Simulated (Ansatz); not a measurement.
**SiO2: frozen-core PAW against all-electron methods**

```yaml
crystal:
  lattice:
    - [4.18010, 0.00000, 0.00000]
    - [0.00000, 4.18010, 0.00000]
    - [0.00000, 0.00000, 2.58777]
  atoms:
    - { symbol: Si, position: [0.00000, 0.00000, 0.00000] }
    - { symbol: Si, position: [0.50000, 0.50000, 0.50000] }
    - { symbol: O, position: [0.30670, 0.30670, 0.00000] }
    - { symbol: O, position: [0.19330, 0.80670, 0.50000] }
    - { symbol: O, position: [0.69330, 0.69330, 0.00000] }
    - { symbol: O, position: [0.80670, 0.19330, 0.50000] }
```

Atom numbers follow the list: Si1, Si2, O3, O4, O5, O6.

The cell is COD entry 9001276, as deposited and not checked against the literature; nothing was relaxed. The listed cell was then made from it by scaling, straining or moving an atom.

All numbers are computed: DFT, PBEsol, PAW with Ansatz's default frozen-core files, scalar-relativistic (Ansatz 0.2.0); DFT, PBEsol, all-electron PAW with datasets made for the crystal, scalar-relativistic (Ansatz 0.2.0); DFT, PBEsol, all-electron LAPW, scalar-relativistic (Ansatz 0.2.0).

For PAW: a Γ-centred 6×6×9 k mesh, Fermi–Dirac smearing of 0.03 eV, cutoff 420 eV, no spin polarisation; the PAW files were made with PBE, and the program remakes their frozen cores for this functional. The crystal-made all-electron datasets (AE datasets) take a cutoff of 580 eV at this cell. LAPW targets a basis error of 1 meV/atom. The Ansatz runs share mesh, smearing and spin set-up. Plane-wave (PAW) pressures include the program's estimate of the Pulay term.

Stress and pressure are positive in compression.

```csv
quantity,PAW,AE datasets,LAPW
pressure (GPa),16.56,16.51,16.51
stress xx (GPa),10.26,10.22,10.22
stress zz (GPa),29.17,29.10,29.10
"force on O3, x (eV/Å)",-0.202,-0.196,-0.196
band gap (eV),6.237,6.250,6.250
```

PAW's pressure differs from the LAPW value by +0.05 GPa.
